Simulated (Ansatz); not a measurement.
The calculation used DFT PBE, scalar-relativistic, plane waves, PAW in Ansatz 0.2.0. Settings: cutoff 420 eV, Γ-centred meshes spaced at most about 0.3 Å⁻¹ (2π included), Gaussian smearing. No spin polarisation in the final relaxations.

Temperature and zero-point effects are left out.

Two relaxed structures of CdF2:

1.

```xyz
3
Lattice="0.0000 2.7405 2.7405 2.7405 0.0000 2.7405 2.7405 2.7405 0.0000" Properties=species:S:1:pos:R:3 pbc="T T T"
Cd    2.7405    2.7405    2.7405
F     1.3703    1.3703    1.3703
F     4.1108    4.1108    4.1108
```

2.

```xyz
6
Lattice="4.2955 0.0000 0.0000 0.0000 4.2955 0.0000 0.0000 0.0000 8.5177" Properties=species:S:1:pos:R:3 pbc="T T T"
Cd    0.0000    0.0000    0.0000
Cd    0.0000    0.0000    4.2589
F     2.1477    0.0000    0.0000
F     0.0000    2.1477    4.2589
F     0.0000    0.0000    2.1294
F     0.0000    0.0000    6.3883
```

Question: Which would you expect to be lower, and how large is the difference?

Answer: Cell 1 is lower, by 0.31 eV/atom. Cell 1 has the fluorite type, space group Fm-3m (No. 225), 13.7 Å³/atom and a gap of 2.92 eV on its mesh; cell 2 has space group P4_2/mmc (No. 131), 26.2 Å³/atom and a gap of 1.81 eV. Counting F atoms around Cd (those within 1.25 times the shortest such distance or 1.15 times the sum of covalent radii, 1.27 where that leaves under three; the shortest distance is added where it exceeds 1.18 times the sum of covalent radii), cell 1 has Cd 8 from 2.4 Å and cell 2 has Cd 4. The denser one is the lower, and pressure would at first widen the difference. Both come from invented guesses. The part of the Crystallography Open Database at hand lists CdF2 in space group No. 225; sharing a group (Fm-3m) doesn't make a cell the listed structure.

Kohn–Sham gaps at this level usually fall short of measured ones. Cells relaxed within their symmetry can be saddle points.
